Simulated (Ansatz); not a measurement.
Runs of Ansatz 0.2.0 on BaTiO3. It takes space group P4mm (No. 99, tetragonal). Conventional cell: a = 4.000 Å, b = 4.000 Å, c = 4.018 Å, α = 90.00°, β = 90.00°, γ = 90.00°. Around Ba (site symmetry 4mm) lie 12 O at 2.79 to 2.88 Å. Ti (site symmetry 4mm) is surrounded by 6 O at 1.89 to 2.13 Å. O (site symmetry 2mm) has 2 Ti at 2.00 Å as nearest neighbours. O (site symmetry 4mm) is surrounded by 2 Ti at 1.89 to 2.13 Å. 

```tsv
task	level	potentials or basis	U	cutoff (eV)	basis error allowed	gap on the mesh (eV)	pressure (GPa)	largest force (eV/Å)
band structure	PBE	all-electron LAPW, non-relativistic	-	400	0.002 eV/atom	1.89	3.3	0.31
projected density of states	PBEsol+U	all-electron LAPW, scalar-relativistic	Ti d U = 6 eV	400	0.002 eV/atom	2.64	-1.7	0.21
projected density of states	PBEsol+U	all-electron LAPW, scalar-relativistic	Ti d U = 8 eV	400	0.002 eV/atom	(b)	-0.8	0.37
band structure	RPBE	all-electron LAPW, scalar-relativistic	-	399	0.002 eV/atom	1.96	(c)	0.30
projected density of states	PBEsol+U	all-electron LAPW, scalar-relativistic	Ti d U = 2 eV	400	0.002 eV/atom	2.10	-3.2	0.26
single point	PBE	all-electron LAPW, scalar-relativistic	-	432	0.001 eV/atom	1.92	2.4	0.31
band structure	PBEsol	all-electron LAPW, scalar-relativistic	-	400	0.002 eV/atom	(d)	-3.8	0.36
projected density of states	PBEsol+U	all-electron LAPW, scalar-relativistic	Ti d U = 4 eV	400	0.002 eV/atom	2.34	-2.5	0.16
band structure	BLYP	all-electron LAPW, scalar-relativistic	-	400	0.002 eV/atom	1.95	(a)	0.24
band structure	PBE	all-electron LAPW, point nuclei	-	400	0.002 eV/atom	1.92	2.4	0.31
band structure	PBE	all-electron LAPW, scalar-relativistic	-	400	0.002 eV/atom	1.92	2.4	0.31
```

Alike in all rows: no spin polarisation; cell as given; k mesh 7 × 7 × 7; smearing fermi-dirac 0.05 eV.

Task: Estimate the missing entries.

Result: (a) 8.1; (b) 2.99; (c) 6.7; (d) 1.88.

Caveats: spin-orbit coupling is left out, which moves the levels of the heavy elements; the mesh misses the band edges, which the band path finds closer together (some runs); U is the effective U less J, on atomic orbitals that reach past the spheres (some runs); relativity is left out, which matters for the heavier elements (some runs); an odd mesh through Γ misses points on the zone boundary, where band edges often lie (some runs).

A k mesh can miss the band edges, and the runs leave out spin-orbit coupling on Ba.

Not every run made on this cell is shown here.
